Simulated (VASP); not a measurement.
# Nb (Im-3m) in VASP: notebook

The runs below take Nb through single point, relaxation of cell and atoms, with PBE+ULG+U, BEEF-vdW, r2SCAN, TPSS, r2SCAN+D4.

All numbers are computed with VASP 6.6.1; they aren't measurements. Logs are shortened: lines on timing, memory, paths and dates and some standing lists are left out, and cuts for length are marked.

## (1) The structure

It takes space group Im-3m (No. 229, cubic). The conventional cell has a = 3.328 Å, b = 3.328 Å, c = 3.328 Å, α = 90.00°, β = 90.00°, γ = 90.00°. Nb (site symmetry m-3m) has 8 Nb at 2.88 Å as nearest neighbours.

## (2) Single point, PBE+ULG+U

File INCAR:

```
  ALGO = Normal
  EDIFF = 1E-6
  ENCUT = 520
  GGA = PE
  ISIF = 2
  ISMEAR = 0
  IVDW = 3
  LASPH = T
  LCHARG = F
  LDAU = T
  LDAUJ = 0.5
  LDAUL = 2
  LDAUPRINT = 1
  LDAUTYPE = 2
  LDAUU = 1
  LMAXMIX = 4
  LREAL = F
  LWAVE = F
  NBANDS = 37
  NELM = 60
  PREC = Accurate
  SIGMA = 0.005
```

File Nb.cif:

```cif
data_Nb
_cell_length_a 3.32790000
_cell_length_b 3.32790000
_cell_length_c 3.32790000
_cell_angle_alpha 90.00000000
_cell_angle_beta 90.00000000
_cell_angle_gamma 90.00000000
_space_group_name_H-M_alt 'Im-3m'
_space_group_name_Hall '-I 4 2 3'
_space_group_IT_number 229
loop_
_space_group_symop_operation_xyz
'x,y,z'
'-x,-y,-z'
'-y,x,z'
'y,-x,-z'
'-x,-y,z'
'x,y,-z'
'y,-x,z'
'-y,x,-z'
'x,-y,-z'
'-x,y,z'
'-y,-x,-z'
'y,x,z'
'-x,y,-z'
'x,-y,z'
'y,x,-z'
'-y,-x,z'
'z,x,y'
'-z,-x,-y'
'z,-y,x'
'-z,y,-x'
'z,-x,-y'
'-z,x,y'
'z,y,-x'
'-z,-y,x'
'-z,x,-y'
'z,-x,y'
'-z,-y,-x'
'z,y,x'
'-z,-x,y'
'z,x,-y'
'-z,y,x'
'z,-y,-x'
'y,z,x'
'-y,-z,-x'
'x,z,-y'
'-x,-z,y'
'-y,z,-x'
'y,-z,x'
'-x,z,y'
'x,-z,-y'
'-y,-z,x'
'y,z,-x'
'-x,-z,-y'
'x,z,y'
'y,-z,-x'
'-y,z,x'
'x,-z,y'
'-x,z,-y'
'x+1/2,y+1/2,z+1/2'
'-x+1/2,-y+1/2,-z+1/2'
'-y+1/2,x+1/2,z+1/2'
'y+1/2,-x+1/2,-z+1/2'
'-x+1/2,-y+1/2,z+1/2'
'x+1/2,y+1/2,-z+1/2'
'y+1/2,-x+1/2,z+1/2'
'-y+1/2,x+1/2,-z+1/2'
'x+1/2,-y+1/2,-z+1/2'
'-x+1/2,y+1/2,z+1/2'
'-y+1/2,-x+1/2,-z+1/2'
'y+1/2,x+1/2,z+1/2'
'-x+1/2,y+1/2,-z+1/2'
'x+1/2,-y+1/2,z+1/2'
'y+1/2,x+1/2,-z+1/2'
'-y+1/2,-x+1/2,z+1/2'
'z+1/2,x+1/2,y+1/2'
'-z+1/2,-x+1/2,-y+1/2'
'z+1/2,-y+1/2,x+1/2'
'-z+1/2,y+1/2,-x+1/2'
'z+1/2,-x+1/2,-y+1/2'
'-z+1/2,x+1/2,y+1/2'
'z+1/2,y+1/2,-x+1/2'
'-z+1/2,-y+1/2,x+1/2'
'-z+1/2,x+1/2,-y+1/2'
'z+1/2,-x+1/2,y+1/2'
'-z+1/2,-y+1/2,-x+1/2'
'z+1/2,y+1/2,x+1/2'
'-z+1/2,-x+1/2,y+1/2'
'z+1/2,x+1/2,-y+1/2'
'-z+1/2,y+1/2,x+1/2'
'z+1/2,-y+1/2,-x+1/2'
'y+1/2,z+1/2,x+1/2'
'-y+1/2,-z+1/2,-x+1/2'
'x+1/2,z+1/2,-y+1/2'
'-x+1/2,-z+1/2,y+1/2'
'-y+1/2,z+1/2,-x+1/2'
'y+1/2,-z+1/2,x+1/2'
'-x+1/2,z+1/2,y+1/2'
'x+1/2,-z+1/2,-y+1/2'
'-y+1/2,-z+1/2,x+1/2'
'y+1/2,z+1/2,-x+1/2'
'-x+1/2,-z+1/2,-y+1/2'
'x+1/2,z+1/2,y+1/2'
'y+1/2,-z+1/2,-x+1/2'
'-y+1/2,z+1/2,x+1/2'
'x+1/2,-z+1/2,y+1/2'
'-x+1/2,z+1/2,-y+1/2'
loop_
_atom_site_label
_atom_site_type_symbol
_atom_site_symmetry_multiplicity
_atom_site_Wyckoff_symbol
_atom_site_fract_x
_atom_site_fract_y
_atom_site_fract_z
_atom_site_occupancy
Nb1 Nb 2 a 0.0000000000 0.0000000000 0.0000000000 1
```

File KPOINTS:

```
k-points
0
Gamma
  8 8 8
```

File POSCAR:

```
Nb
 1.0000000000000000
     3.3279000000000001    0.0000000000000000    0.0000000000000000
     0.0000000000000000    3.3279000000000001    0.0000000000000000
     0.0000000000000000    0.0000000000000000    3.3279000000000001
 Nb 
   2
Cartesian
  0.0000000000000000  0.0000000000000000  0.0000000000000000
  1.6639500000000000  1.6639500000000000  1.6639500000000000
```

Potentials or basis: VASP PAW PBE potentials, release 64 (Nb_sv).

On the command line:

```sh
$ ase convert -i cif -o vasp Nb.cif POSCAR
$ cat potpaw_PBE.64/Nb_sv/POTCAR > POTCAR
$ mpirun -np 1 vasp_std > vasp.out
```

OUTCAR:

```text
EDIFF = 1E-6
   ENCUT = 520
   GGA = PE
   ISIF = 2
   ISMEAR = 0
   IVDW = 3
   LASPH = T
   LREAL = F
   NELM = 60
   PREC = Accurate
  IVDW =   3

 ion  position               nearest neighbor table
   1  0.000  0.000  0.000-   2 2.88   2 2.88   2 2.88   2 2.88   2 2.88   2 2.88   2 2.88   2 2.88

   2  0.500  0.500  0.500-   1 2.88   1 2.88   1 2.88   1 2.88   1 2.88   1 2.88   1 2.88   1 2.88

  LATTYP: Found a simple cubic cell.
 ALAT       =     3.3279000000

  Lattice vectors:

 A1 = (   3.3279000000,   0.0000000000,   0.0000000000)
 A2 = (   0.0000000000,   3.3279000000,   0.0000000000)
 A3 = (   0.0000000000,   0.0000000000,   3.3279000000)

Analysis of symmetry for initial positions (statically):
=====================================================================
 Subroutine PRICEL returns following result:

  LATTYP: Found a body centered cubic cell.
 ALAT       =     3.3279000000

  Lattice vectors:

 A1 = (   1.6639500000,   1.6639500000,  -1.6639500000)
 A2 = (  -1.6639500000,   1.6639500000,   1.6639500000)
 A3 = (   1.6639500000,  -1.6639500000,   1.6639500000)

   2 primitive cells build up your supercell.

 Routine SETGRP: Setting up the symmetry group for a
 simple cubic supercell.

 Subroutine GETGRP returns: Found 48 space group operations
 (whereof 48 operations were pure point group operations)
 out of a pool of 48 trial point group operations.

The static configuration has the point symmetry O_h .

Analysis of symmetry for dynamics (positions and initial velocities):
=====================================================================
 Subroutine PRICEL returns following result:

  LATTYP: Found a body centered cubic cell.
 ALAT       =     3.3279000000

  Lattice vectors:

 A1 = (   1.6639500000,   1.6639500000,  -1.6639500000)
 A2 = (  -1.6639500000,   1.6639500000,   1.6639500000)
 A3 = (   1.6639500000,  -1.6639500000,   1.6639500000)

   2 primitive cells build up your supercell.

 Routine SETGRP: Setting up the symmetry group for a
[... 198 lines left out ...]
  0.0000  0.2778 -0.0000 -0.0000  0.0000
  0.0000 -0.0000  0.2030  0.0000 -0.0000
  0.0000 -0.0000  0.0000  0.2778 -0.0000
  0.0000  0.0000 -0.0000 -0.0000  0.2030

spin component  2

  0.2778  0.0000  0.0000  0.0000  0.0000
  0.0000  0.2778 -0.0000 -0.0000  0.0000
  0.0000 -0.0000  0.2030  0.0000 -0.0000
  0.0000 -0.0000  0.0000  0.2778 -0.0000
  0.0000  0.0000 -0.0000 -0.0000  0.2030

 occupancies and eigenvectors

  o =  0.2030  v =  0.0000 -0.0000  0.9998  0.0000  0.0210  0.0000  0.0000  0.0000  0.0000  0.0000      0.0000  0.0000  0.0000  0.0000  0.0000  0.0000  0.0000  0.0000  0.0000  0.0000
  o =  0.2030  v =  0.0000  0.0000  0.0000  0.0000  0.0000  0.0000 -0.0000  0.9998  0.0000  0.0210      0.0000  0.0000  0.0000  0.0000  0.0000  0.0000  0.0000  0.0000  0.0000  0.0000
  o =  0.2030  v =  0.0000  0.0000 -0.0210 -0.0000  0.9998  0.0000  0.0000  0.0000  0.0000  0.0000      0.0000  0.0000  0.0000  0.0000  0.0000  0.0000  0.0000  0.0000  0.0000  0.0000
  o =  0.2030  v =  0.0000  0.0000  0.0000  0.0000  0.0000  0.0000  0.0000 -0.0210 -0.0000  0.9998      0.0000  0.0000  0.0000  0.0000  0.0000  0.0000  0.0000  0.0000  0.0000  0.0000
  o =  0.2778  v =  0.0000  0.0000  0.0000  0.0000  0.0000  0.0000  0.9491  0.0000 -0.3150 -0.0000      0.0000  0.0000  0.0000  0.0000  0.0000  0.0000  0.0000  0.0000  0.0000  0.0000
  o =  0.2778  v =  0.0000  0.9491  0.0000 -0.3150 -0.0000  0.0000  0.0000  0.0000  0.0000  0.0000      0.0000  0.0000  0.0000  0.0000  0.0000  0.0000  0.0000  0.0000  0.0000  0.0000
  o =  0.2778  v =  0.0000  0.0000  0.0000  0.0000  0.0000  0.0000  0.3150  0.0000  0.9491  0.0000      0.0000  0.0000  0.0000  0.0000  0.0000  0.0000  0.0000  0.0000  0.0000  0.0000
  o =  0.2778  v =  0.0000  0.3150  0.0000  0.9491  0.0000  0.0000  0.0000  0.0000  0.0000  0.0000      0.0000  0.0000  0.0000  0.0000  0.0000  0.0000  0.0000  0.0000  0.0000  0.0000
  o =  0.2778  v =  1.0000  0.0000  0.0000  0.0000  0.0000  0.0000  0.0000  0.0000  0.0000  0.0000      0.0000  0.0000  0.0000  0.0000  0.0000  0.0000  0.0000  0.0000  0.0000  0.0000
  o =  0.2778  v =  0.0000  0.0000  0.0000  0.0000  0.0000  1.0000  0.0000  0.0000  0.0000  0.0000      0.0000  0.0000  0.0000  0.0000  0.0000  0.0000  0.0000  0.0000  0.0000  0.0000

 number of electron      26.0000001 magnetization

 Free energy of the ion-electron system (eV)
  ---------------------------------------------------
  ext. energy  EPLUGINS =         0.00000000
  ---------------------------------------------------
  free energy    TOTEN  =       -19.50375114 eV

  energy without entropy =      -19.50368291  energy(sigma->0) =      -19.50371702

 E-fermi :  10.9020     XC(G=0): -12.3864

 val. band max:       10.8979770716   @ k =   0.3750   0.2500   0.0000
 cond. band min:      10.9527434547   @ k =   0.1250   0.1250   0.0000
 fundamental gap:      0.0547663832
 Fermi energy:        10.9020441708

 k-point     1 :       0.0000    0.0000    0.0000
  band No.  band energies     occupation
      1     -43.5599      2.00000
      2     -43.1795      2.00000
      3     -19.7672      2.00000
      4     -19.7672      2.00000
      5     -19.7672      2.00000
      6     -18.9015      2.00000
[... 661 lines left out ...]
     24      23.4808      0.00000
     25      26.9529      0.00000

 [... further k-points ...]

 [bands above 25 left out]

------------------------ aborting loop because EDIFF is reached ----------------------------------------

  ULGs method for vdW energy calculation

  Number of pair interactions contributing to vdW energy:   42620

  Edisp (eV):   -0.04363

  FORCE on cell =-STRESS in cart. coord.  units (eV):
  Direction    XX          YY          ZZ          XY          YZ          ZX
  --------------------------------------------------------------------------------------
  -------------------------------------------------------------------------------------
  Total      -0.54690    -0.54690    -0.54690    -0.00000     0.00000    -0.00000
  in kB     -23.77432   -23.77432   -23.77432    -0.00000     0.00000    -0.00000
  external pressure =      -23.77 kB  Pullay stress =        0.00 kB

 VOLUME and BASIS-vectors are now :
 -----------------------------------------------------------------------------
  energy-cutoff  :      520.00
  volume of cell :       36.86
      direct lattice vectors                 reciprocal lattice vectors
     3.327900000  0.000000000  0.000000000     0.300489798  0.000000000  0.000000000
     0.000000000  3.327900000  0.000000000     0.000000000  0.300489798  0.000000000
     0.000000000  0.000000000  3.327900000     0.000000000  0.000000000  0.300489798

 POSITION                                       TOTAL-FORCE (eV/Angst)
 -----------------------------------------------------------------------------------
      0.00000      0.00000      0.00000        -0.000000     -0.000000     -0.000000
      1.66395      1.66395      1.66395         0.000000      0.000000      0.000000
 -----------------------------------------------------------------------------------
    total drift:                               -0.000000      0.000000      0.000000

  FREE ENERGIE OF THE ION-ELECTRON SYSTEM (eV)
  ---------------------------------------------------
  free  energy   TOTEN  =       -19.5473830199 eV

  energy  without entropy=      -19.5473147884  energy(sigma->0) =      -19.54734890
```

Run time: 34 s. Hardware: 1 thread of Intel Xeon Platinum 8488C (Sapphire Rapids), shared host; peak memory 0.17 GiB.

What came out:

* Free energy: -19.5474 eV
* Pressure: -2.4 GPa
* Band gap on the k mesh: none (metal or under the smearing width)
* Dispersion energy per atom: -0.022 eV

Levels at points of the mesh, in eV from the Fermi level:
```csv
k point,band 10,band 11,band 12,band 13,band 14,band 15,band 16,band 17
"(0.00, 0.00, 0.00)",-3.55,-3.55,0.41,0.41,0.41,3.28,3.28,5.50
"(0.50, 0.00, 0.00)",-2.53,-0.97,-0.97,0.97,0.97,0.97,0.97,2.50
"(0.50, 0.50, 0.00)",-3.62,-1.56,-1.56,2.13,2.13,3.28,3.28,3.97
"(0.50, 0.50, 0.50)",-1.07,-1.07,-1.07,-1.07,-1.07,4.10,4.10,4.10
```

Eigenvalues of the final occupation matrices:
| site | spin | trace | eigenvalues |
| --- | --- | --- | --- |
| site 1 d | 1 | 1.24 | 0.20 0.20 0.28 0.28 0.28 |
| site 1 d | 2 | 1.24 | 0.20 0.20 0.28 0.28 0.28 |
| site 2 d | 1 | 1.24 | 0.20 0.20 0.28 0.28 0.28 |
| site 2 d | 2 | 1.24 | 0.20 0.20 0.28 0.28 0.28 |

Caveat: atom-pairwise D2, TS and ULG terms overbind metals; U without spin polarisation on a metal has little footing; pairwise dispersion overbinds metals, which lowers pressure and volume; the U is typed as a test and isn't derived for this compound.

## (3) Single point, BEEF-vdW, collinear spin, ferromagnetic start

File INCAR:

```
PREC = Normal
ENCUT = 520
EDIFF = 1E-6
ISMEAR = -1
SIGMA = 0.1
LREAL = False
LASPH = True
NELM = 80
ALGO = Normal
ISIF = 2
LWAVE = False
LCHARG = True
ISPIN = 2
MAGMOM = 0.5 0.5
LORBIT = 11
LMAXMIX = 4
GGA = BF
LUSE_VDW = True
ZAB_VDW = -1.8867
LELF = True
LVHAR = True
NBANDS = 24
```

Nb.cif is that of step 2.

File KPOINTS:

```
regular mesh
0
Gamma
  6 6 6
```

POSCAR is that of step 2.

Potentials or basis: VASP PAW PBE potentials, release 64 (Nb_sv).

On the command line:

```sh
$ ase convert -i cif -o vasp Nb.cif POSCAR
$ cat potpaw_PBE.64/Nb_sv/POTCAR > POTCAR
$ mpirun -np 1 vasp_std > vasp.out
```

Wall time 24 s (1 thread of Intel Xeon Platinum 8488C (Sapphire Rapids), shared host); peak memory 0.24 GiB.

Results (log left out):

```yaml
Free_energy: -14.4707 eV
Pressure: -2.6 GPa
Band_gap_on_the_k_mesh: none (metal or under the smearing width)
Net_moment: 0.00 μB per cell
Valence_electrons_inside_the_program's_atomic_spheres: Nb 10.70
```

Levels at points of the mesh, in eV from the Fermi level:
Spin up:
```
           k point  band 10  band 11  band 12  band 13  band 14  band 15  band 16  band 17
(0.00, 0.00, 0.00)    -3.57    -3.57     0.36     0.36     0.36     3.17     3.17     5.34
(0.50, 0.00, 0.00)    -2.49    -1.00    -1.00     0.93     0.93     0.93     0.93     2.43
(0.50, 0.50, 0.00)    -3.60    -1.58    -1.58     2.16     2.16     3.19     3.19     3.84
(0.50, 0.50, 0.50)    -1.09    -1.09    -1.09    -1.09    -1.09     3.97     3.97     3.97
```
Spin down:
| k point | band 9 | band 10 | band 11 | band 12 | band 13 | band 14 | band 15 | band 16 | band 17 | band 18 |
| --- | --- | --- | --- | --- | --- | --- | --- | --- | --- | --- |
| (0.00, 0.00, 0.00) | -5.85 | -3.57 | -3.57 | 0.36 | 0.36 | 0.36 | 3.17 | 3.17 | 5.34 | 5.34 |
| (0.50, 0.00, 0.00) | -2.49 | -2.49 | -1.00 | -1.00 | 0.93 | 0.93 | 0.93 | 0.93 | 2.43 | 2.43 |
| (0.50, 0.50, 0.00) | -3.60 | -3.60 | -1.58 | -1.58 | 2.16 | 2.16 | 3.19 | 3.19 | 3.84 | 3.84 |
| (0.50, 0.50, 0.50) | -1.09 | -1.09 | -1.09 | -1.09 | -1.09 | -1.09 | 3.97 | 3.97 | 3.97 | 3.97 |

Caveat: the PAW data sets were made with another functional, which shifts forces and pressure a little.

## (4) Relaxation of cell and atoms, r2SCAN

This run uses another cell than the first one: it holds 1 atom, not 2.

File INCAR:

```
SYSTEM = Nb
PREC     = Accurate       ! precision mode
ENCUT    = 600            ! plane-wave cutoff, eV
EDIFF    = 1E-6           ! SCF threshold, eV
ISMEAR   = 1              ! smearing method
SIGMA    = 0.1            ! smearing width, eV
LREAL    = .False.        ! projectors in reciprocal space
LASPH    = .True.         ! aspherical terms in the spheres
NELM     = 60             ! most SCF steps
ALGO     = Normal         ! electronic algorithm
ISIF     = 3              ! what is computed and relaxed
LWAVE    = .False.        ! write WAVECAR
LCHARG   = .False.        ! write CHGCAR
METAGGA  = R2SCAN         ! meta-GGA
LMIXTAU  = .True.       
IBRION   = 2              ! ionic algorithm
NSW      = 60             ! ionic steps
EDIFFG   = -0.01          ! ionic threshold
```

File KPOINTS:

```
regular mesh
0
Gamma
  11 11 11
  0 0 0
```

File POSCAR:

```
Nb
1.0
   -1.6639500000      1.6639500000      1.6639500000
    1.6639500000     -1.6639500000      1.6639500000
    1.6639500000      1.6639500000     -1.6639500000
Nb
1
Direct
    0.0000000000      0.0000000000      0.0000000000
```

On the command line:

```sh
$ cat potpaw_PBE.64/Nb_sv/POTCAR > POTCAR
$ mpirun -np 1 vasp_std > vasp.out
```

Run time: 1.7 min. Hardware: 1 thread of AMD EPYC 9R45 (Zen 5), shared host; peak memory 0.13 GiB.

The run converged. Its results:

| Item | Value |
| --- | --- |
| Free energy | -24.8349 eV |
| Relaxed volume | 18.10 Å³/atom |
| Relaxed cell | a = 2.865 Å, b = 2.865 Å, c = 2.865 Å, α = 109.47°, β = 109.47°, γ = 109.47° |
| Space group after relaxing (to 0.05 Å) | Im-3m (No. 229) |
| Energy gained by relaxing | 3.5 meV/atom |
| Ionic steps | 3 |
| Pressure after relaxing | -0.1 GPa |
| Band gap on the k mesh | none (metal or under the smearing width) |

The path:
| step | energy change (eV) | largest force (eV/Å) | pressure (GPa) | volume (Å³) |
| --- | --- | --- | --- | --- |
| 1 | 0.0000 | 0.0000 | -3.34 | 18.43 |
| 2 | 0.0115 | 0.0000 | 7.26 | 17.42 |
| 3 | -0.0035 | 0.0000 | -0.05 | 18.10 |

Final structure:
```xyz
1
Lattice="-1.6540 1.6540 1.6540 1.6540 -1.6540 1.6540 1.6540 1.6540 -1.6540" Properties=species:S:1:pos:R:3 pbc="T T T"
Nb    0.0000    0.0000    0.0000
```

Levels at points of the mesh, in eV from the Fermi level:
| k point | band 4 | band 5 | band 6 | band 7 | band 8 | band 9 |
| --- | --- | --- | --- | --- | --- | --- |
| (0.00, 0.00, 0.00) | -30.68 | -6.23 | 0.49 | 0.49 | 0.49 | 3.59 |

Caveat: the PAW data sets were made with another functional, which shifts forces and pressure a little.

(Continued in part 2 of 2.)
